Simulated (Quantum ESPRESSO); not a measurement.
# TaN (Fm-3m) in Quantum ESPRESSO: a series of runs, part 4 of 5

Quantum ESPRESSO 7.5.

### 5 Phonon dispersion, PBE

Input file pw.in:

```
&CONTROL
  calculation = 'scf'
  prefix = 'pwscf'
  outdir = './tmp'
  pseudo_dir = './pseudo'
  tprnfor = .true.
  tstress = .true.
  disk_io = 'low'
/
&SYSTEM
  ibrav = 0
  nat = 2
  ntyp = 2
  ecutwfc = 84
  nbnd = 15
  occupations = 'smearing'
  smearing = 'mv'
  degauss = 0.01469973
/
&ELECTRONS
  conv_thr = 4d-10
  electron_maxstep = 120
  mixing_beta = 0.5
/
ATOMIC_SPECIES
Ta   180.9479 Ta.upf
N     14.0070 N.upf
CELL_PARAMETERS angstrom
   0.0000000000    2.2113230000    2.2113230000
   2.2113230000    0.0000000000    2.2113230000
   2.2113230000    2.2113230000    0.0000000000
ATOMIC_POSITIONS crystal
Ta     0.5000000000    0.5000000000    0.5000000000
N      0.0000000000    0.0000000000    0.0000000000
K_POINTS automatic
8 8 8 0 0 0
```

Input file relax.in:

```
&CONTROL
  calculation = 'vc-relax'
  prefix = 'pwscf'
  outdir = './tmp'
  pseudo_dir = './pseudo'
  tprnfor = .true.
  tstress = .true.
  disk_io = 'low'
  nstep = 40
  forc_conv_thr = 0.0001
  etot_conv_thr = 1d-06
/
&SYSTEM
  ibrav = 0
  nat = 2
  ntyp = 2
  ecutwfc = 84
  nbnd = 15
  occupations = 'smearing'
  smearing = 'mv'
  degauss = 0.01469973
/
&ELECTRONS
  conv_thr = 4d-10
  electron_maxstep = 120
  mixing_beta = 0.5
/
&IONS
  ion_dynamics = 'bfgs'
/
&CELL
  cell_dynamics = 'bfgs'
  press = 0
  press_conv_thr = 0.2
/
ATOMIC_SPECIES
Ta   180.9479 Ta.upf
N     14.0070 N.upf
CELL_PARAMETERS angstrom
   0.0000000000    2.2113230000    2.2113230000
   2.2113230000    0.0000000000    2.2113230000
   2.2113230000    2.2113230000    0.0000000000
ATOMIC_POSITIONS crystal
Ta     0.5000000000    0.5000000000    0.5000000000
N      0.0000000000    0.0000000000    0.0000000000
K_POINTS automatic
8 8 8 0 0 0
```

Input file scf2.in:

```
&CONTROL
  calculation = 'scf'
  prefix = 'pwscf'
  outdir = './tmp'
  pseudo_dir = './pseudo'
  tprnfor = .true.
  tstress = .true.
  disk_io = 'low'
/
&SYSTEM
  ibrav = 0
  nat = 2
  ntyp = 2
  ecutwfc = 84
  nbnd = 15
  occupations = 'smearing'
  smearing = 'mv'
  degauss = 0.01469973
/
&ELECTRONS
  conv_thr = 1d-13
  electron_maxstep = 120
  mixing_beta = 0.5
  startingpot = 'file'
  startingwfc = 'file'
/
ATOMIC_SPECIES
Ta   180.9479 Ta.upf
N     14.0070 N.upf
CELL_PARAMETERS angstrom
   0.0000000000    2.2082559312    2.2082559312
   2.2082559312    0.0000000000    2.2082559312
   2.2082559312    2.2082559312    0.0000000000
ATOMIC_POSITIONS crystal
Ta     0.5000000000    0.5000000000    0.5000000000
N      0.0000000000    0.0000000000    0.0000000000
K_POINTS automatic
8 8 8 0 0 0
```

Input file ph.in:

```
phonon_bands of TaN
&INPUTPH
  prefix = 'pwscf'
  outdir = './tmp'
  tr2_ph = 1d-18
  fildyn = 'dyn'
  niter_ph = 90
  alpha_mix(1) = 0.4
  ldisp = .true.
  nq1 = 2
  nq2 = 2
  nq3 = 2
/
```

Input file q2r.in:

```
&INPUT
  fildyn = 'dyn'
  zasr = 'crystal'
  flfrc = 'fc'
/
```

Input file matdyn.in:

```
&INPUT
  asr = 'crystal'
  flfrc = 'fc'
  flfrq = 'freq'
  q_in_cryst_coord = .true.
  flvec = ' '
/
80
 0.0000000000  0.0000000000  0.0000000000
 0.0454545455  0.0000000000  0.0454545455
 0.0909090909  0.0000000000  0.0909090909
 0.1363636364  0.0000000000  0.1363636364
 0.1818181818  0.0000000000  0.1818181818
 0.2272727273  0.0000000000  0.2272727273
 0.2727272727  0.0000000000  0.2727272727
 0.3181818182  0.0000000000  0.3181818182
 0.3636363636  0.0000000000  0.3636363636
 0.4090909091  0.0000000000  0.4090909091
 0.4545454545  0.0000000000  0.4545454545
 0.5000000000  0.0000000000  0.5000000000
 0.5000000000  0.0500000000  0.5500000000
 0.5000000000  0.1000000000  0.6000000000
 0.5000000000  0.1500000000  0.6500000000
 0.5000000000  0.2000000000  0.7000000000
 0.5000000000  0.2500000000  0.7500000000
 0.4687500000  0.2812500000  0.7500000000
 0.4375000000  0.3125000000  0.7500000000
 0.4062500000  0.3437500000  0.7500000000
 0.3750000000  0.3750000000  0.7500000000
 0.3461538462  0.3461538462  0.6923076923
 0.3173076923  0.3173076923  0.6346153846
 0.2884615385  0.2884615385  0.5769230769
 0.2596153846  0.2596153846  0.5192307692
 0.2307692308  0.2307692308  0.4615384615
 0.2019230769  0.2019230769  0.4038461538
 0.1730769231  0.1730769231  0.3461538462
 0.1442307692  0.1442307692  0.2884615385
 0.1153846154  0.1153846154  0.2307692308
 0.0865384615  0.0865384615  0.1730769231
 0.0576923077  0.0576923077  0.1153846154
 0.0288461538  0.0288461538  0.0576923077
 0.0000000000  0.0000000000  0.0000000000
 0.0454545455  0.0454545455  0.0454545455
 0.0909090909  0.0909090909  0.0909090909
 0.1363636364  0.1363636364  0.1363636364
 0.1818181818  0.1818181818  0.1818181818
 0.2272727273  0.2272727273  0.2272727273
 0.2727272727  0.2727272727  0.2727272727
 0.3181818182  0.3181818182  0.3181818182
 0.3636363636  0.3636363636  0.3636363636
 0.4090909091  0.4090909091  0.4090909091
 0.4545454545  0.4545454545  0.4545454545
 0.5000000000  0.5000000000  0.5000000000
 0.5178571429  0.4642857143  0.5178571429
 0.5357142857  0.4285714286  0.5357142857
 0.5535714286  0.3928571429  0.5535714286
 0.5714285714  0.3571428571  0.5714285714
 0.5892857143  0.3214285714  0.5892857143
 0.6071428571  0.2857142857  0.6071428571
 0.6250000000  0.2500000000  0.6250000000
 0.5937500000  0.2500000000  0.6562500000
 0.5625000000  0.2500000000  0.6875000000
 0.5312500000  0.2500000000  0.7187500000
 0.5000000000  0.2500000000  0.7500000000
 0.5000000000  0.2750000000  0.7250000000
 0.5000000000  0.3000000000  0.7000000000
 0.5000000000  0.3250000000  0.6750000000
 0.5000000000  0.3500000000  0.6500000000
 0.5000000000  0.3750000000  0.6250000000
 0.5000000000  0.4000000000  0.6000000000
 0.5000000000  0.4250000000  0.5750000000
 0.5000000000  0.4500000000  0.5500000000
 0.5000000000  0.4750000000  0.5250000000
 0.5000000000  0.5000000000  0.5000000000
 0.4861111111  0.4861111111  0.5277777778
 0.4722222222  0.4722222222  0.5555555556
 0.4583333333  0.4583333333  0.5833333333
 0.4444444444  0.4444444444  0.6111111111
 0.4305555556  0.4305555556  0.6388888889
 0.4166666667  0.4166666667  0.6666666667
 0.4027777778  0.4027777778  0.6944444444
 0.3888888889  0.3888888889  0.7222222222
 0.3750000000  0.3750000000  0.7500000000
 0.6250000000  0.2500000000  0.6250000000
 0.5937500000  0.1875000000  0.5937500000
 0.5625000000  0.1250000000  0.5625000000
 0.5312500000  0.0625000000  0.5312500000
 0.5000000000  0.0000000000  0.5000000000
```

Input file matdyn_dos.in:

```
&INPUT
  asr = 'crystal'
  flfrc = 'fc'
  dos = .true.
  fldos = 'phdos'
  nk1 = 12
  nk2 = 12
  nk3 = 12
  deltaE = 1
  flvec = ' '
  flfrq = ' '
/
```

Input file matdyn_mesh.in:

```
&INPUT
  asr = 'crystal'
  flfrc = 'fc'
  flfrq = 'mesh'
  q_in_cryst_coord = .true.
  flvec = ' '
/
1000
 0.05000000  0.05000000  0.05000000
 0.05000000  0.05000000  0.15000000
 0.05000000  0.05000000  0.25000000
[... 997 further points of the even 10 x 10 x 10 mesh, shifted by half a step ...]
```

Potentials or basis: PseudoDojo 0.4.1 SR PBE standard.

Command:

```
$ OMP_NUM_THREADS=1 pw.x -in pw.in > pw.out
$ OMP_NUM_THREADS=1 pw.x -in relax.in > relax.out
$ OMP_NUM_THREADS=1 pw.x -in scf2.in > scf2.out
$ OMP_NUM_THREADS=1 ph.x -in ph.in > ph.out
$ OMP_NUM_THREADS=1 q2r.x -in q2r.in > q2r.out
$ OMP_NUM_THREADS=1 matdyn.x -in matdyn.in > matdyn.out
$ OMP_NUM_THREADS=1 matdyn.x -in matdyn_dos.in > matdyn_dos.out
$ OMP_NUM_THREADS=1 matdyn.x -in matdyn_mesh.in > matdyn_mesh.out
```

pw.out:

```text
This program is part of the open-source Quantum ESPRESSO suite
     for quantum simulation of materials; please cite
[... 9 lines left out ...]
     --------------------
     sticks:   dense  smooth     PW     G-vecs:    dense   smooth      PW
     Sum         805     805    253                15089    15089    2637

     Using Slab Decomposition

     bravais-lattice index     =            0
     lattice parameter (alat)  =       5.9097  a.u.
     unit-cell volume          =     145.9430 (a.u.)^3
     number of atoms/cell      =            2
     number of atomic types    =            2
     number of electrons       =        18.00
     number of Kohn-Sham states=           15
     kinetic-energy cutoff     =      84.0000  Ry
     charge density cutoff     =     336.0000  Ry
     scf convergence threshold =      4.0E-10
     mixing beta               =       0.5000
     number of iterations used =            8  plain     mixing
     Exchange-correlation= PBE
                           (   1   4   3   4   0   0   0)

     celldm(1)=   5.909708  celldm(2)=   0.000000  celldm(3)=   0.000000
     celldm(4)=   0.000000  celldm(5)=   0.000000  celldm(6)=   0.000000

     crystal axes: (cart. coord. in units of alat)
               a(1) = (   0.000000   0.707107   0.707107 )
               a(2) = (   0.707107   0.000000   0.707107 )
               a(3) = (   0.707107   0.707107   0.000000 )

     reciprocal axes: (cart. coord. in units 2 pi/alat)
               b(1) = ( -0.707107  0.707107  0.707107 )
               b(2) = (  0.707107 -0.707107  0.707107 )
               b(3) = (  0.707107  0.707107 -0.707107 )
[... 148 lines left out ...]
     iteration # 11     ecut=    84.00 Ry     beta= 0.50
     Davidson diagonalization with overlap
     ethr =  2.97E-11,  avg # of iterations =  1.6

     End of self-consistent calculation

          k = 0.0000 0.0000 0.0000 (  1917 PWs)   bands (ev):

   -48.4015 -14.6161 -14.6161 -14.6161   2.4664  17.3588  17.3588  17.3588
    19.1291  19.1291  19.1291  21.2619  21.2619  22.5249  30.3244
[... 93 lines left out ...]
   -48.3345 -15.1816 -15.0634 -14.8174   4.2837  13.5640  14.4048  15.0580
    18.9834  23.5743  23.6774  25.6041  26.0887  29.3401  31.2918

          k =-0.7071 0.0000 0.0000 (  1868 PWs)   bands (ev):

   -48.3331 -15.2972 -14.8831 -14.8831   3.7021  14.5481  15.8371  16.5466
    16.5466  23.2664  24.6372  24.6372  25.5312  27.8183  29.8876

          k = 0.3536 0.1768 0.0000 (  1903 PWs)   bands (ev):
[... 26 lines left out ...]
   -48.3380 -15.1691 -15.0438 -14.7978   4.5666  12.7965  14.3823  14.4418
    21.1473  21.4445  23.9007  24.8566  27.2421  30.9154  31.3170

          k =-0.7071 0.1768-0.0000 (  1890 PWs)   bands (ev):

   -48.3330 -15.2380 -14.9452 -14.8945   4.0009  14.4646  14.9002  15.0162
    18.3198  23.5148  24.3339  24.6433  25.9146  28.6972  30.7373

          k =-0.7071 0.3536 0.0000 (  1888 PWs)   bands (ev):

   -48.3330 -15.0931 -15.0931 -14.9059   4.3369  13.8075  14.4436  14.4436
    20.9804  20.9804  24.6494  25.1054  25.6011  30.8403  32.8571

     the Fermi energy is    21.2320 ev

!    total energy              =    -151.07801430 Ry
     estimated scf accuracy    <          2.5E-11 Ry
     smearing contrib. (-TS)   =      -0.00015736 Ry
     internal energy E=F+TS    =    -151.07785694 Ry

     The total energy is F=E-TS. E is the sum of the following terms:
     one-electron contribution =      -7.13530627 Ry
     hartree contribution      =      15.27241895 Ry
     xc contribution           =     -35.83866664 Ry
     ewald contribution        =    -123.37630299 Ry

     convergence has been achieved in  11 iterations

     Forces acting on atoms (cartesian axes, Ry/au):

     atom    1 type  1   force =     0.00000000    0.00000000    0.00000000
     atom    2 type  2   force =     0.00000000    0.00000000   -0.00000000

     Total force =     0.000000     Total SCF correction =     0.000000

     Computing stress (Cartesian axis) and pressure

          total   stress  (Ry/bohr**3)                   (kbar)     P=      -13.48
  -0.00009165  -0.00000000  -0.00000000          -13.48       -0.00       -0.00
  -0.00000000  -0.00009165  -0.00000000           -0.00      -13.48       -0.00
  -0.00000000  -0.00000000  -0.00009165           -0.00       -0.00      -13.48

=------------------------------------------------------------------------------=
   JOB DONE.
=------------------------------------------------------------------------------=
```

Wall time 17 min (1 thread of Arm Neoverse V2, shared host); peak memory 0.09 GiB.

What came out:

* Free energy: -2055.5215 eV
* Relaxed volume: 10.77 Å³/atom
* Relaxed cell: a = 3.123 Å, b = 3.123 Å, c = 3.123 Å, α = 60.00°, β = 60.00°, γ = 60.00°
* Space group after relaxing (to 0.05 Å): Fm-3m (No. 225)
* Pressure after relaxing: 0.0 GPa
* Band gap on the k mesh: none (metal or under the smearing width)
* Highest phonon frequency: 530 cm⁻¹
* Most unstable mode: 264i cm⁻¹

The path:
```
step  energy change (eV)  largest force (eV/Å)  pressure (GPa)  volume (Å³)
   1              0.0000                0.0000           -1.35        21.63
   2             -0.0002                0.0000            0.90        21.48
   3             -0.0004                0.0000           -0.01        21.54
   4             -0.0004                0.0000            0.00        21.54
```

Final structure:
```cif
data_structure
_symmetry_space_group_name_H-M 'P 1'
_symmetry_Int_Tables_number 1
_cell_length_a 3.1229
_cell_length_b 3.1229
_cell_length_c 3.1229
_cell_angle_alpha 60.000
_cell_angle_beta 60.000
_cell_angle_gamma 60.000
_cell_volume 21.54
loop_
_atom_site_label
_atom_site_type_symbol
_atom_site_fract_x
_atom_site_fract_y
_atom_site_fract_z
_atom_site_occupancy
Ta1 Ta 0.50000 0.50000 0.50000 1
N1 N 0.00000 0.00000 0.00000 1
```

Levels at points of the mesh, in eV from the Fermi level:
| k point | band 5 | band 6 | band 7 | band 8 | band 9 | band 10 | band 11 | band 12 | band 13 | band 14 |
| --- | --- | --- | --- | --- | --- | --- | --- | --- | --- | --- |
| (0.00, 0.00, 0.00) | -18.80 | -3.89 | -3.89 | -3.89 | -2.11 | -2.11 | -2.11 | 0.03 | 0.03 | 1.33 |
| (0.00, 0.00, -0.50) | -15.87 | -10.33 | -7.56 | -7.56 | 1.81 | 1.81 | 1.88 | 3.68 | 7.33 | 7.33 |
| (0.00, -0.50, -0.50) | -17.56 | -6.69 | -5.42 | -4.70 | -4.70 | 2.05 | 3.43 | 3.43 | 4.34 | 6.63 |

Phonon frequencies in cm⁻¹ (negative: imaginary):
```csv
q point,frequencies
"(0.000, 0.000, 0.000)",0 0 0 414 414 414
"(0.318, 0.000, 0.318)",-154 -65 -65 415 456 456
"(0.500, 0.150, 0.650)",-225 -125 61 436 444 448
"(0.346, 0.346, 0.692)",-191 -76 22 439 459 481
"(0.144, 0.144, 0.288)",-61 51 86 423 463 463
"(0.091, 0.091, 0.091)",10 36 36 416 424 424
"(0.409, 0.409, 0.409)",-74 68 68 437 521 521
"(0.589, 0.321, 0.589)",-171 -73 33 437 473 489
"(0.500, 0.275, 0.725)",-174 -174 91 446 453 459
"(0.500, 0.450, 0.550)",-86 34 64 439 522 525
"(0.431, 0.431, 0.639)",-138 -66 48 437 491 502
"(0.562, 0.125, 0.562)",-249 -79 -68 423 434 443
```

Phonon frequencies at the corners of the path (cm⁻¹, interpolated; i marks imaginary ones):
| point | frequencies |
| --- | --- |
| Γ | 0 0 0 414 414 414 |
| X | 264i 79i 79i 415 432 432 |
| W | 176i 176i 92 451 452 452 |
| K | 212i 78i 35i 438 447 469 |
| L | 81i 66 66 440 530 530 |
| U | 212i 78i 35i 438 447 469 |

Phonon states per cell in windows of 50 cm⁻¹ (negative: imaginary):
| from (cm⁻¹) | total | Ta | N |
| --- | --- | --- | --- |
| -300 | 0.01 | 0.01 | 0.00 |
| -250 | 0.11 | 0.09 | 0.02 |
| -200 | 0.26 | 0.23 | 0.03 |
| -150 | 0.50 | 0.47 | 0.04 |
| -100 | 0.73 | 0.70 | 0.03 |
| -50 | 0.32 | 0.31 | 0.01 |
| 0 | 0.38 | 0.37 | 0.01 |
| 50 | 0.68 | 0.67 | 0.01 |
| 100 | 0.00 | 0.00 | 0.00 |
| 150 | 0.00 | 0.00 | 0.00 |
| 200 | 0.00 | 0.00 | 0.00 |
| 250 | 0.00 | 0.00 | 0.00 |
| 300 | 0.00 | 0.00 | 0.00 |
| 350 | 0.00 | 0.00 | 0.00 |
| 400 | 1.20 | 0.08 | 1.12 |
| 450 | 1.53 | 0.08 | 1.45 |
| 500 | 0.26 | 0.00 | 0.25 |

Caveat: the mesh is thin for the phonons of a metal; some modes are imaginary; the q mesh is small, so phonon branches between its points and thermal values are rough.

(Continued in part 5 of 5.)
